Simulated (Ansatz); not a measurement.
**Strength of the C–O bond: C5H12O → C4H9 + CH3O**

Species: C5H12O (1-methoxybutane) `CCCCOC`, singlet; C4H9 (1-butyl radical) `[CH2]CCC`, doublet; CH3O `C[O]`, doublet. 

Shapes, held fixed at every level: PBE0-D4/def2-TZVP. Flexible molecules stand in one conformer, not always the lowest. Programs: Ansatz 0.2.0. Electronic energies: no zero-point or thermal term.

```json
{"level": "HF/def2-SVP", "kind": "Hartree–Fock", "ΔE (kJ/mol)": "+235.2"}
{"level": "HF/def2-TZVPP", "kind": "Hartree–Fock", "ΔE (kJ/mol)": "+224.7"}
{"level": "PBE-D4/def2-TZVPP", "kind": "GGA", "ΔE (kJ/mol)": "+367.1"}
{"level": "BHLYP-D4/def2-TZVPP", "kind": "global hybrid", "ΔE (kJ/mol)": "+340.5"}
{"level": "PBE0-D4/def2-TZVPP", "kind": "global hybrid", "ΔE (kJ/mol)": "+362.5"}
{"level": "B2PLYP/def2-TZVPP", "kind": "double hybrid", "ΔE (kJ/mol)": "+364.3"}
{"level": "MP2/def2-SVP", "kind": "perturbation theory", "ΔE (kJ/mol)": "+406.4"}
{"level": "MP2/def2-TZVPP", "kind": "perturbation theory", "ΔE (kJ/mol)": "+416.5"}
```

MP2/def2-TZVPP gives ΔE = +416.5 kJ/mol; the levels span +224.7 to +416.5. The median of the levels is +363.4. Hartree–Fock misses the correlation of the pair that is broken and comes out low. No measured value is set beside it here. Open shells run unrestricted unless RO is named.
